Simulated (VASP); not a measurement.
Input of a VASP 6.6.1 run:

Contents of INCAR:

```
PREC     = Accurate       # precision mode
ENCUT    = 520            # plane-wave cutoff, eV
EDIFF    = 1E-6           # SCF threshold, eV
ISMEAR   = 1              # smearing method
SIGMA    = 0.1            # smearing width, eV
LREAL    = False          # projectors in reciprocal space
LASPH    = True           # aspherical terms in the spheres
NELM     = 60             # most SCF steps
ALGO     = Normal         # electronic algorithm
ISIF     = 2              # what is computed and relaxed
LWAVE    = False          # write WAVECAR
LCHARG   = False          # write CHGCAR
GGA      = CA             # functional
IBRION   = 2              # ionic algorithm
NSW      = 40             # ionic steps
EDIFFG   = -0.01          # ionic threshold
```

Contents of KPOINTS:

```
Automatic mesh
0
Gamma
  6 6 6
```

Contents of POSCAR:

```
Cs
1.0
    0.0920810400      3.8522841600      3.9745477000
    4.0358804500      0.0527290300      4.0138997100
    4.0636887500      3.9194444700      0.0249207300
Cs
1
Direct
    0.0000000000      0.0000000000      0.0000000000
```

Potentials or basis: VASP PAW LDA potentials, release 64 (Cs_sv).

Command:

```console
$ cat potpaw_LDA.64/Cs_sv/POTCAR > POTCAR
$ mpirun -np 1 vasp_std > vasp.out
```

Problem. Estimate the band gap on the k mesh.

Solution. None (metal or under the smearing width).

Final structure:
```
Cs
1.0
     0.09208    3.85228    3.97455
     4.03588    0.05273    4.01390
     4.06369    3.91944    0.02492
Cs
1
Direct
  0.00000 0.00000 0.00000
```

Caveat: the relaxation stopped at its first step, so nothing moved. The run has no spin-orbit coupling, so splittings on Cs are missing.
